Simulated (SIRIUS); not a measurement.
The system is W.

```
W
1.0
    -1.58234    1.58234    1.58234
     1.58234   -1.58234    1.58234
     1.58234    1.58234   -1.58234
W
1
Direct
  0.00000 0.00000 0.00000
```

Base run:

- Program: SIRIUS 7.12.0
- Functional: WC
- Potentials or basis: PseudoDojo 0.4.1 PBE standard (scalar relativistic)
- Cutoff: 1030 eV
- Density cutoff: 4119 eV
- k mesh: 12 × 12 × 12
- Occupations: fermi-dirac, width 0.05 eV
- Spin: no spin polarisation

Its results: band gap on the k mesh none (metal or under the smearing width); pressure -0.7 GPa.

Q: After a change of settings the same cell gave: band gap on the k mesh none (metal or under the smearing width); pressure 9.6 GPa. Which change was it?
A. functional from WC to PBE; libxc names from ["XC_GGA_X_WC", "XC_GGA_C_PBE"] to ["XC_GGA_X_PBE", "XC_GGA_C_PBE"]
B. functional from WC to rPW86PBE; libxc names from ["XC_GGA_X_WC", "XC_GGA_C_PBE"] to ["XC_GGA_X_RPW86", "XC_GGA_C_PBE"]
C. functional from WC to RPBE; libxc names from ["XC_GGA_X_WC", "XC_GGA_C_PBE"] to ["XC_GGA_X_RPBE", "XC_GGA_C_PBE"]
D. functional from WC to PW91; libxc names from ["XC_GGA_X_WC", "XC_GGA_C_PBE"] to ["XC_GGA_X_PW91", "XC_GGA_C_PW91"]

A: C.

Caveats: the potentials were made for another functional, which shifts forces and pressure.

Not every run made on this cell is shown here.
